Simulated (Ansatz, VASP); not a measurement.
Pb in VASP and in Ansatz

```xyz
4
Lattice="3.5915 0.0000 0.0000 -1.7958 3.1104 0.0000 0.0000 0.0000 11.0211" Properties=species:S:1:pos:R:3 pbc="T T T"
Pb    0.0000    0.0000    0.0000
Pb    0.0000    2.0736    2.7553
Pb    0.0000    0.0000    5.5105
Pb    1.7958    1.0368    8.2658
```

Change from the starting cell: biaxial strain in the a-b plane, c and atoms relaxed: +3.0 %.

Alike in both runs: functional PBEsol; k mesh 18 × 18 × 6; occupations gaussian, width 0.1 eV; no spin polarisation.

Ansatz relaxed the structure, and its values are those at the end. VASP's run is a single point on that final structure, the one shown.

|  | VASP | Ansatz |
| --- | --- | --- |
| version | VASP 6.6.1 | Ansatz 0.2.0 |
| potentials or method | VASP PAW PBE potentials, release 64 (Pb_d) | scalar-relativistic, plane waves, PAW |
| plane-wave cutoff (eV) | 520 | 420 |
| valence electrons in the cell | 56 | 56 |

|  | VASP | Ansatz | Ansatz less VASP |
| --- | --- | --- | --- |
| gap on the k mesh at the Fermi level (eV) | none | none | - |
| pressure (GPa) | -1.1 | -1.0 | +0.07 |

A gap of «none» marks a metal or a gap that the smearing closes.

Caveats: the PAW data sets were made with another functional, which shifts forces and pressure a little (VASP). The runs have no spin-orbit coupling, so splittings on Pb are missing.
